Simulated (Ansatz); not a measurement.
The elements of this relaxed trial crystal are hidden behind letters.

```
lattice vectors (Å)
   2.9686    0.0000    0.0000
   0.0000    3.0002    0.0000
  -0.9722    0.0000    5.3313
fractional positions
X 0.0000 0.0000 0.0000
X 0.5000 0.5000 0.5000
Z 0.4067 0.0000 0.7418
Z 0.5933 0.0000 0.2582
```

Computed with DFT PBE, scalar-relativistic, plane waves, PAW (Ansatz). Plane waves to 420 eV, a 10×10×6 mesh through Γ for the 4-atom cell and 0.02 eV Gaussian smearing; no spin polarisation.

| Item | Value |
| --- | --- |
| Space group | P2/m (No. 10) |
| Conventional cell | a = 2.969 Å, b = 3.000 Å, c = 5.419 Å, β = 100.3° |
| Volume per atom | 11.87 Å³ |
| Density | 2.82 g/cm³ |
| Energy over the elements | −2.196 eV/atom |
| Gap on the 10×10×6 mesh of the 4-atom cell | 1.52 eV |

Energies are uncorrected and count from the elements' standard states at the same level.

Problem. X is an s-block element of period 3 and Z is a p-block element of period 2. Which elements are they?

Solution. X = Mg, Z = O, so the formula is MgO. Density times volume gives a mean mass of 2.82 × 11.87/1.6605 = 20.2 u per atom, and this set has 20.2 u. Among the elements that the hints allow, noble gases aside, only these give it. Mg on its first site has 4 O at 2.01–2.04 Å; Mg on its second site is surrounded by 4 O at 2.04 Å; around O lie 4 Mg at 2.01–2.04 Å.

Kohn–Sham gaps at this level usually fall short of measured ones. A structure relaxed within its symmetry needn't be a true minimum.
